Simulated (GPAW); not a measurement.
# C (Fd-3m) in GPAW: a series of runs

One crystal, C, is run at these levels: HSE06, PBE; tasks: single point.

Program: GPAW 26.7.0. These are calculated values, not measurements. Logs are shortened: lines on timing, memory, paths and dates and some standing lists are left out, and cuts for length are marked. The log counts tension as positive stress, the text compression.

## (1) The structure

Symmetry: Fd-3m, No. 227, cubic system. The conventional cell has a = 3.567 Å, b = 3.567 Å, c = 3.567 Å, α = 90.00°, β = 90.00°, γ = 90.00°. Around C (site symmetry -43m) lie 4 C at 1.54 Å.

This isn't the form of C at room conditions, which is graphite.

## (2) Single point, HSE06

run.py reads:

```python
from ase.dft.bandgap import bandgap
from ase.io import read, write
from gpaw import GPAW, PW

atoms = read('C.xyz')

calc = GPAW(mode=PW(600),
            xc='HSE06',
            kpts={'size': (6, 6, 6), 'gamma': True},
            occupations={'name': 'fermi-dirac', 'width': 0.05},
            nbands=9,
            convergence={'density': 1e-05, 'energy': 1e-05},
            maxiter=60,
            txt='gpaw.txt')
atoms.calc = calc
energy = atoms.get_potential_energy()
forces = atoms.get_forces()
calc.write('gs.gpw')
write('result.traj', atoms)
print(f'Energy: {energy:.6f} eV')
print('Forces (eV/A):')
print(forces.round(4))
print('Fermi level:', round(calc.get_fermi_level(), 4), 'eV')
print(f'Gap: {bandgap(calc)[0]:.4f} eV, direct: {bandgap(calc, direct=True)[0]:.4f} eV')
```

C.xyz reads:

```xyz
2
Lattice="0.0000000000 1.7833700000 1.7833700000 1.7833700000 0.0000000000 1.7833700000 1.7833700000 1.7833700000 0.0000000000" Properties=species:S:1:pos:R:3 pbc="T T T"
C      2.6750550000      2.6750550000      2.6750550000
C      1.7833700000      1.7833700000      1.7833700000
```

Potentials or basis: GPAW PAW data sets (gpaw-data 1.2.1), pw.

On the command line:

```
OMP_NUM_THREADS=1 python run.py
```

gpaw.txt:

```text
__  _  _
 | _ |_)|_||  |
 |__||  | ||/\| - 26.7.0

Input parameters:
  mode=PW(ecut=600.0),
  convergence={'density': 1e-05, 'energy': 1e-05},
  kpts=MonkhorstPack(size=(6, 6, 6), gamma=True),
  maxiter=60,
  nbands=9,
  occupations=Occupations(name='fermi-dirac', width=0.05),
  xc=XC(name='HSE06')

Diagonalizing LCAO Hamiltonian
Converting LCAO to pw mode

          C
       C

Atoms  # Å, Bohr magnetons
|   | symbol |        x |        y |        z |    initial magnetic moments |
|---|--------|----------|----------|----------|-----------------------------|
| 0 |      C | 2.675055 | 2.675055 | 2.675055 | ( 0.0000,  0.0000,  0.0000) |
| 1 |      C | 1.783370 | 1.783370 | 1.783370 | ( 0.0000,  0.0000,  0.0000) |

Unit cell  # Å
| periodic |        x |        y |        z |  lengths |    angles |
|----------|----------|----------|----------|----------|-----------|
|      yes | 0.000000 | 1.783370 | 1.783370 | 2.522066 | 60.000000 |
|      yes | 1.783370 | 0.000000 | 1.783370 | 2.522066 | 60.000000 |
|      yes | 1.783370 | 1.783370 | 0.000000 | 2.522066 | 60.000000 |

Number of symmetries: 24
Symmetry operations  # r_c * U_cc + t_c -> r_c
|    | kind |            matrix            |
|----|------|------------------------------|
|  0 |  E   |  1, 0, 0,  0, 1, 0,  0, 0, 1 |
|  1 |  σ   |  1, 0, 0,  0, 0, 1,  0, 1, 0 |
|  2 |  σ   |  1, 0,-1,  0, 1,-1,  0, 0,-1 |
|  3 |  C3  |  1, 0,-1,  0, 0,-1,  0, 1,-1 |
|  4 |  C3  |  1,-1, 0,  0,-1, 1,  0,-1, 0 |
|  5 |  σ   |  1,-1, 0,  0,-1, 0,  0,-1, 1 |
|  6 |  σ   |  0, 1, 0,  1, 0, 0,  0, 0, 1 |
|  7 |  C3  |  0, 1, 0,  0, 0, 1,  1, 0, 0 |
|  8 |  C2  |  0, 1,-1,  1, 0,-1,  0, 0,-1 |
|  9 |  S4  |  0, 1,-1,  0, 0,-1,  1, 0,-1 |
| 10 |  C3  |  0, 0, 1,  1, 0, 0,  0, 1, 0 |
| 11 |  σ   |  0, 0, 1,  0, 1, 0,  1, 0, 0 |
| 12 |  S4  |  0, 0,-1,  1, 0,-1,  0, 1,-1 |
| 13 |  C3  |  0, 0,-1,  0, 1,-1,  1, 0,-1 |
| 14 |  S4  |  0,-1, 1,  1,-1, 0,  0,-1, 0 |
| 15 |  C2  |  0,-1, 1,  0,-1, 0,  1,-1, 0 |
| 16 |  C3  |  0,-1, 0,  1,-1, 0,  0,-1, 1 |
| 17 |  S4  |  0,-1, 0,  0,-1, 1,  1,-1, 0 |
| 18 |  S4  | -1, 1, 0, -1, 0, 1, -1, 0, 0 |
| 19 |  C3  | -1, 1, 0, -1, 0, 0, -1, 0, 1 |
| 20 |  C3  | -1, 0, 1, -1, 1, 0, -1, 0, 0 |
| 21 |  S4  | -1, 0, 1, -1, 0, 0, -1, 1, 0 |
| 22 |  σ   | -1, 0, 0, -1, 1, 0, -1, 0, 1 |
| 23 |  C2  | -1, 0, 0, -1, 0, 1, -1, 1, 0 |

BZ-sampling:
  Number of BZ points: 216
  Number of IBZ points: 16

  Monkhorst-Pack size: [6, 6, 6]
  Monkhorst-Pack shift: [0.08333333333333333, 0.08333333333333333, 0.08333333333333333]

K-points  # in reciprocal-cell coordinates
|     |                                coordinates |     weight |
|-----|--------------------------------------------|------------|
|   0 | (  0.00000000,   0.00000000,   0.00000000) | 0.00462963 |
|   1 | (  0.16666667,   0.16666667,   0.00000000) | 0.02777778 |
|   2 | (  0.16666667,   0.16666667,   0.16666667) | 0.03703704 |
|   3 | (  0.33333333,   0.16666667,   0.16666667) | 0.05555556 |
|   4 | (  0.33333333,   0.33333333,  -0.33333333) | 0.05555556 |
|   5 | (  0.33333333,   0.33333333,   0.00000000) | 0.02777778 |
|   6 | (  0.33333333,   0.33333333,   0.16666667) | 0.11111111 |
|   7 | (  0.33333333,   0.33333333,   0.33333333) | 0.03703704 |
|   8 | (  0.50000000,   0.33333333,  -0.33333333) | 0.11111111 |
|   9 | (  0.50000000,   0.33333333,  -0.16666667) | 0.05555556 |
| ... |                                            |            |
|  15 | (  0.50000000,   0.50000000,   0.50000000) | 0.01851852 |

Plane wave coefficients: 388
Cutoff: 600.0 eV

Spin-components: 1 (collinear spins)
Bands:           9
Projectors:      10
Spin-degeneracy: 2
Datatype:        complex128

Parallelization:
  kpt:    1
  domain: 1
  band:   1

Density:
  Valence electrons: 8.0
  Components: 1
  Grid points: [15 15 15]
  Charge: 0.0  # |e|

Potential:
  Grid points: [15 15 15]

species:
  C:
    name:    Carbon
    Z:       6.0
    valence: 4
    core:    2
    charge:  0.0  # [|e|]
    compensation charges:
      type: gauss
      rc: 0.20  # [Å]
      lmax: 2
    cutoffs:
      filter: 1.14  # [Å]
      core: 1.14  # [Å]
    projectors
    | kind |    occ | energy [eV] | rcut [Å] |
    |------|--------|-------------|----------|
    |   2s |  2.000 |     -13.751 |    0.635 |
    |   2p |  2.000 |      -5.284 |    0.635 |
    |    s |        |      13.461 |    0.635 |
    |    p |        |      21.927 |    0.635 |
    |    d |        |       0.000 |    0.635 |

    Using partial waves for C as LCAO basis

Reference energy: -2055.256231  # eV

eigensolver:
  PPCG
  Converge bands: occupied
  niter=2

density mixing:
  MSR1-Mixer
  Pratt-step length: 0.05
  Maximum mixing coefficient: 0.75
  Old densities: 10
  SVD Regularization: 0.005
  Good broyden scale: 1.0
  Trust region scale: 1.0
  Backstep threshold: 4.0
  History deletion threshold: 6.0
  Fourier metric: weight=20.0, sigma=0.015

occupation numbers:
  Fermi-Dirac:
    width: 0.0500  # eV

poisson solver:
  ecut: 4800.0  # eV

xc functional:
  name: HYB_GGA_XC_HSE06 with 2 nearest neighbor stencil

convergence criteria:
- Maximum integral of absolute [dens]ity change: 1e-05 electrons / valence electron
- Maximum [total energy] change in last 3 cyles: 1e-05 eV / valence electron
- Maximum integral of absolute [eigenst]ate change: 4e-08 eV^2 / valence electron
maximum number of iterations: 60

IBZ(<points: 16, symmetries: 24>)
Occupied bands: 4
SCF iterations
|iter     | |      energy | eigst |  dens |
|---------|-|-------------|-------|-------|
|iter:   1| |  -86.704366 | +0.24 |       |
|iter:   2| |  -20.811189 | -1.09 | -0.75 |
|iter:   3| |  -20.469150 | -1.95 | -0.81 |
|iter:   4| |  -20.297006 | -1.99 | -1.06 |
|iter:   5| |  -20.270571 | -2.82 | -1.44 |
|iter:   6| |  -20.252631 | -2.65 | -1.65 |
|iter:   7| |  -20.253036 | -4.21 | -2.73 |
|iter:   8| |  -20.253035 | -6.57 | -3.42 |
|iter:   9| |  -20.253036c| -8.69c| -4.39 |
|iter:  10| |  -20.253040c| -8.89c| -4.90 |
|iter:  11| |  -20.253035c|-10.61c| -5.46c|

Converged in 11 steps
Energy contributions relative to reference atoms: (reference = -2055.256231)

Energy contributions:
  Kinetic:          14.147463
  Coulomb:         -13.275269
  Zero:              0.026879
  External:          0.000000
  Xc:               46.634153
  Entropy:          -0.000000
  Spinorbit:         0.000000
  Hybrid_Xc_Cc:       -47.453460
  Hybrid_Xc_Vc:        -2.024499
  Hybrid_Xc_Vv:       -18.308303
  ----------------------------
  Free energy:     -20.253035
  Extrapolated:    -20.253035

dipole moment: (2.146046, 2.146046, 2.146046)  # |e|*Ang

Fermi level: 12.414
Eigenvalues  # (at kpt = [0.000, 0.000, 0.000])
| band index |      eig [eV] | occ [0-2] |
|------------|---------------|-----------|
|          0 |       -12.021 |     2.000 |
|          1 |        11.445 |     2.000 |
|          2 |        11.445 |     2.000 |
|          3 |        11.445 |     2.000 |
|          4 |        18.447 |     0.000 |
|          5 |        18.447 |     0.000 |
|          6 |        18.447 |     0.000 |
|          7 |        26.770 |     0.000 |
|          8 |        32.489 |     0.000 |

Gap: 5.397 eV
Transition (v -> c):
  (s=0, k=0, n=3, [0.00, 0.00, 0.00]) -> (s=0, k=5, n=4, [0.33, 0.33, 0.00])
Direct/indirect transitions are different
Direct gap: 7.003 eV
Transition at: (s=0, k=0, n=3, [0.00, 0.00, 0.00])

Forces  # eV/Ang
|        x |        y |        z |
|----------|----------|----------|
| -0.00000 | -0.00000 | -0.00000 |  # C    0
| -0.00000 |  0.00000 | -0.00000 |  # C    1

# Writing to gs.gpw (mode='')
```

Wall time 13 min (1 thread of Arm Neoverse V2, shared host); peak memory 0.22 GiB.

Results:

```
Free energy            : -20.2530 eV
Band gap on the k mesh : 5.40 eV, indirect (least direct gap 7.00 eV)
```

Levels at points of the mesh, in eV from the valence-band top:
```
           k point  band 2  band 3  band 4  band 5
(0.00, 0.00, 0.00)    0.00    0.00    0.00    7.00
(0.50, 0.50, 0.00)  -14.03   -6.85   -6.85    6.01
(0.50, 0.50, 0.50)  -14.56   -3.06   -3.06   10.06
```

Caveat: the k mesh is coarse (spacing up to 0.51 Å⁻¹), so the values aren't converged, least of all with exact exchange; the PAW data sets were made with another functional, which shifts forces and pressure a little.

## (3) Single point, PBE

run.py reads:

```python
from ase.dft.bandgap import bandgap
from ase.io import read, write
from ase.units import GPa
from gpaw import GPAW, PW

atoms = read('C.cif')

calc = GPAW(mode=PW(800),
            xc='PBE',
            kpts={'size': (7, 7, 7), 'gamma': True},
            occupations={'name': 'fermi-dirac', 'width': 0.05},
            nbands=11,
            convergence={'density': 1e-05, 'energy': 1e-05},
            maxiter=100,
            txt='gpaw.txt')
atoms.calc = calc
energy = atoms.get_potential_energy()
forces = atoms.get_forces()
stress = atoms.get_stress()
calc.write('gs.gpw')
write('result.traj', atoms)
print(f'Energy: {energy:.6f} eV')
print('Forces (eV/A):')
print(forces.round(4))
print('Stress (GPa):', (stress / GPa).round(3))
print('Fermi level:', round(calc.get_fermi_level(), 4), 'eV')
print(f'Gap: {bandgap(calc)[0]:.4f} eV, direct: {bandgap(calc, direct=True)[0]:.4f} eV')
```

C.cif reads:

```cif
data_C
_cell_length_a 2.52206604
_cell_length_b 2.52206604
_cell_length_c 2.52206604
_cell_angle_alpha 60.00000000
_cell_angle_beta 60.00000000
_cell_angle_gamma 60.00000000
_space_group_name_H-M_alt 'P1'
_space_group_name_Hall 'P 1'
_space_group_IT_number 1
loop_
_space_group_symop_operation_xyz
'x,y,z'
loop_
_atom_site_label
_atom_site_type_symbol
_atom_site_symmetry_multiplicity
_atom_site_Wyckoff_symbol
_atom_site_fract_x
_atom_site_fract_y
_atom_site_fract_z
_atom_site_occupancy
C1 C 1 a 0.7500000000 0.7500000000 0.7500000000 1
C2 C 1 a 0.5000000000 0.5000000000 0.5000000000 1
```

Potentials or basis: GPAW PAW data sets (gpaw-data 1.2.1), pw.

On the command line:

```
OMP_NUM_THREADS=1 python run.py
```

gpaw.txt:

```text
__  _  _
 | _ |_)|_||  |
 |__||  | ||/\| - 26.7.0

Input parameters:
  mode=PW(ecut=800.0),
  convergence={'density': 1e-05, 'energy': 1e-05},
  kpts=MonkhorstPack(size=(7, 7, 7), gamma=True),
  maxiter=100,
  nbands=11,
  occupations=Occupations(name='fermi-dirac', width=0.05),
  xc=XC(name='PBE')

Diagonalizing LCAO Hamiltonian
Converting LCAO to pw mode

           C
       C

Atoms  # Å, Bohr magnetons
|   | symbol |        x |        y |        z |    initial magnetic moments |
|---|--------|----------|----------|----------|-----------------------------|
| 0 |      C | 3.783099 | 2.184173 | 1.544444 | ( 0.0000,  0.0000,  0.0000) |
| 1 |      C | 2.522066 | 1.456116 | 1.029629 | ( 0.0000,  0.0000,  0.0000) |

Unit cell  # Å
| periodic |        x |        y |        z |  lengths |    angles |
|----------|----------|----------|----------|----------|-----------|
|      yes | 2.522066 | 0.000000 | 0.000000 | 2.522066 | 60.000000 |
|      yes | 1.261033 | 2.184173 | 0.000000 | 2.522066 | 60.000000 |
|      yes | 1.261033 | 0.728058 | 2.059258 | 2.522066 | 60.000000 |

Number of symmetries: 24
[... 155 lines left out ...]
  Entropy:          -0.000000
  Spinorbit:         0.000000
  ----------------------------
  Free energy:     -18.193059
  Extrapolated:    -18.193059

dipole moment: (3.015554, 1.741031, 1.231095)  # |e|*Ang

Fermi level: 13.856
Eigenvalues  # (at kpt = [0.000, 0.000, 0.000])
| band index |      eig [eV] | occ [0-2] |
|------------|---------------|-----------|
|          0 |        -9.415 |     2.000 |
|          1 |        12.065 |     2.000 |
|          2 |        12.065 |     2.000 |
|          3 |        12.065 |     2.000 |
|          4 |        17.663 |     0.000 |
|          5 |        17.663 |     0.000 |
|          6 |        17.663 |     0.000 |
|          7 |        25.401 |     0.000 |
|          8 |        31.372 |     0.000 |
|          9 |        38.604 |     0.000 |
|         10 |        39.559 |     0.000 |

Gap: 4.262 eV
Transition (v -> c):
  (s=0, k=0, n=3, [0.00, 0.00, 0.00]) -> (s=0, k=16, n=4, [0.43, 0.43, 0.00])
Direct/indirect transitions are different
Direct gap: 5.597 eV
Transition at: (s=0, k=0, n=3, [0.00, 0.00, 0.00])

Forces  # eV/Ang
|        x |       y |        z |
|----------|---------|----------|
|  0.00000 | 0.00000 |  0.00000 |  # C    0
| -0.00000 | 0.00000 | -0.00000 |  # C    1

Stress tensor  # eV/Ang^3
|         x |         y |         z |
|-----------|-----------|-----------|
| -0.008983 |  0.000000 |  0.000000 |
|  0.000000 | -0.008983 |  0.000000 |
|  0.000000 |  0.000000 | -0.008983 |

# Writing to gs.gpw (mode='')
```

It took 3.8 s on 1 thread of Arm Neoverse V2, shared host; peak memory 0.13 GiB.

Results:

* Free energy: -18.1931 eV
* Pressure: 1.4 GPa
* Band gap on the k mesh: 4.26 eV, indirect (least direct gap 5.60 eV)

Levels at points of the mesh, in eV from the valence-band top:
| k point | band 1 | band 2 | band 3 | band 4 | band 5 | band 6 | band 7 |
| --- | --- | --- | --- | --- | --- | --- | --- |
| (0.00, 0.00, 0.00) | -21.48 | 0.00 | 0.00 | 0.00 | 5.60 | 5.60 | 5.60 |

Caveat: the k mesh is coarse (spacing up to 0.44 Å⁻¹), so the values aren't converged; an odd mesh through Γ misses points on the zone boundary, where band edges often lie. Expect the measured gap to be larger: semilocal functionals such as PBE lack the derivative discontinuity.

## (4) Single point, PBE

run.py, as its differences from that of step 3:

```diff
@@ -1,3 +1,4 @@
+from ase import Atoms
 from ase.dft.bandgap import bandgap
-from ase.io import read, write
+from ase.io import write
 from ase.units import GPa
@@ -5,7 +6,13 @@
 
-atoms = read('C.cif')
+atoms = Atoms(['C', 'C'],
+              cell=[[0.0, 1.78337, 1.78337],
+                    [1.78337, 0.0, 1.78337],
+                    [1.78337, 1.78337, 0.0]],
+              scaled_positions=[[0.75, 0.75, 0.75],
+                                [0.5, 0.5, 0.5]],
+              pbc=True)
 
-calc = GPAW(mode=PW(800),
+calc = GPAW(mode=PW(700),
             xc='PBE',
-            kpts={'size': (7, 7, 7), 'gamma': True},
+            kpts={'size': (10, 10, 10), 'gamma': True},
             occupations={'name': 'fermi-dirac', 'width': 0.05},
@@ -13,3 +20,3 @@
             convergence={'density': 1e-05, 'energy': 1e-05},
-            maxiter=100,
+            maxiter=80,
             txt='gpaw.txt')
```

Potentials or basis: GPAW PAW data sets (gpaw-data 1.2.1), pw.

On the command line:

```
OMP_NUM_THREADS=1 python run.py
```

gpaw.txt:

```text
__  _  _
 | _ |_)|_||  |
 |__||  | ||/\| - 26.7.0

Input parameters:
  mode=PW(ecut=700.0),
  convergence={'density': 1e-05, 'energy': 1e-05},
  kpts=MonkhorstPack(size=(10, 10, 10), gamma=True),
  maxiter=80,
  nbands=11,
  occupations=Occupations(name='fermi-dirac', width=0.05),
  xc=XC(name='PBE')

Diagonalizing LCAO Hamiltonian
Converting LCAO to pw mode

          C
       C

Atoms  # Å, Bohr magnetons
|   | symbol |        x |        y |        z |    initial magnetic moments |
|---|--------|----------|----------|----------|-----------------------------|
| 0 |      C | 2.675055 | 2.675055 | 2.675055 | ( 0.0000,  0.0000,  0.0000) |
| 1 |      C | 1.783370 | 1.783370 | 1.783370 | ( 0.0000,  0.0000,  0.0000) |

Unit cell  # Å
| periodic |        x |        y |        z |  lengths |    angles |
|----------|----------|----------|----------|----------|-----------|
|      yes | 0.000000 | 1.783370 | 1.783370 | 2.522066 | 60.000000 |
|      yes | 1.783370 | 0.000000 | 1.783370 | 2.522066 | 60.000000 |
|      yes | 1.783370 | 1.783370 | 0.000000 | 2.522066 | 60.000000 |

Number of symmetries: 24
Symmetry operations  # r_c * U_cc + t_c -> r_c
|    | kind |            matrix            |
|----|------|------------------------------|
|  0 |  E   |  1, 0, 0,  0, 1, 0,  0, 0, 1 |
|  1 |  σ   |  1, 0, 0,  0, 0, 1,  0, 1, 0 |
|  2 |  σ   |  1, 0,-1,  0, 1,-1,  0, 0,-1 |
|  3 |  C3  |  1, 0,-1,  0, 0,-1,  0, 1,-1 |
|  4 |  C3  |  1,-1, 0,  0,-1, 1,  0,-1, 0 |
|  5 |  σ   |  1,-1, 0,  0,-1, 0,  0,-1, 1 |
|  6 |  σ   |  0, 1, 0,  1, 0, 0,  0, 0, 1 |
[... 121 lines left out ...]
- Maximum integral of absolute [eigenst]ate change: 4e-08 eV^2 / valence electron
maximum number of iterations: 80

SCF iterations
|iter     | |      energy | eigst |  dens |
|---------|-|-------------|-------|-------|
|iter:   1| |  -18.681057 | +0.11 |       |
|iter:   2| |  -18.612470 | -2.76 | -0.81 |
|iter:   3| |  -18.188967 | -1.54 | -0.83 |
|iter:   4| |  -18.184838 | -2.65 | -1.48 |
|iter:   5| |  -18.185394 | -4.60 | -2.21 |
|iter:   6| |  -18.185395 | -6.42 | -3.35 |
|iter:   7| |  -18.185396c| -7.87c| -4.05 |
|iter:   8| |  -18.185396c| -8.51c| -5.28c|

Converged in 8 steps
Energy contributions relative to reference atoms: (reference = -2055.256231)

Energy contributions:
  Kinetic:          16.599680
  Coulomb:         -15.672683
  Zero:              0.041582
  External:          0.000000
  Xc:              -19.153975
  Entropy:           0.000000
  Spinorbit:         0.000000
  ----------------------------
  Free energy:     -18.185396
  Extrapolated:    -18.185396

dipole moment: (2.136011, 2.136011, 2.136011)  # |e|*Ang

Fermi level: 13.868
Eigenvalues  # (at kpt = [0.000, 0.000, 0.000])
| band index |      eig [eV] | occ [0-2] |
|------------|---------------|-----------|
|          0 |        -9.415 |     2.000 |
|          1 |        12.064 |     2.000 |
|          2 |        12.064 |     2.000 |
|          3 |        12.064 |     2.000 |
|          4 |        17.662 |     0.000 |
|          5 |        17.662 |     0.000 |
|          6 |        17.662 |     0.000 |
|          7 |        25.402 |     0.000 |
|          8 |        31.372 |     0.000 |
|          9 |        38.713 |     0.000 |
|         10 |        39.286 |     0.000 |

Gap: 4.172 eV
Transition (v -> c):
  (s=0, k=0, n=3, [0.00, 0.00, 0.00]) -> (s=0, k=24, n=4, [0.40, 0.40, 0.00])
Direct/indirect transitions are different
Direct gap: 5.598 eV
Transition at: (s=0, k=0, n=3, [0.00, 0.00, 0.00])

Forces  # eV/Ang
|       x |        y |        z |
|---------|----------|----------|
| 0.00000 | -0.00000 |  0.00000 |  # C    0
| 0.00000 |  0.00000 | -0.00000 |  # C    1

Stress tensor  # eV/Ang^3
|         x |         y |         z |
|-----------|-----------|-----------|
| -0.010514 | -0.000000 |  0.000000 |
| -0.000000 | -0.010514 |  0.000000 |
|  0.000000 |  0.000000 | -0.010514 |

# Writing to gs.gpw (mode='')
```

Run time: 4.4 s. Hardware: 1 thread of Arm Neoverse V2, shared host; peak memory 0.13 GiB.

Results:

| Quantity | Value |
| --- | --- |
| Free energy | -18.1854 eV |
| Pressure | 1.7 GPa |
| Band gap on the k mesh | 4.17 eV, indirect (least direct gap 5.60 eV) |

Caveat: the cutoff is short for stress and forces, so pressures can be off by a GPa or more.

## (5) Overview

```tsv
level	k mesh	cutoff (eV)	maxiter	other keys	mesh quality	gap on the mesh (eV)	pressure (GPa)
HSE06	6 × 6 × 6	600	60	-	coarse	5.40	-
PBE	7 × 7 × 7	800	100	several, not listed	coarse	4.26	1.4
PBE	10 × 10 × 10	700	80	several, not listed	not flagged	4.17	1.7
```

Alike in all rows: task single point; potentials or basis GPAW PAW data sets (gpaw-data 1.2.1), pw; no spin polarisation; cell as given; smearing fermi-dirac 0.05 eV.

Caveats: some runs use coarse meshes; the PAW data sets were made with another functional, which shifts forces and pressure a little (some runs); an odd mesh through Γ misses points on the zone boundary, where band edges often lie (some runs); the cutoff is short for stress and forces, so pressures can be off by a GPa or more (some runs).

Total energies depend on the potentials used, so only differences within one code and one set of settings carry meaning.
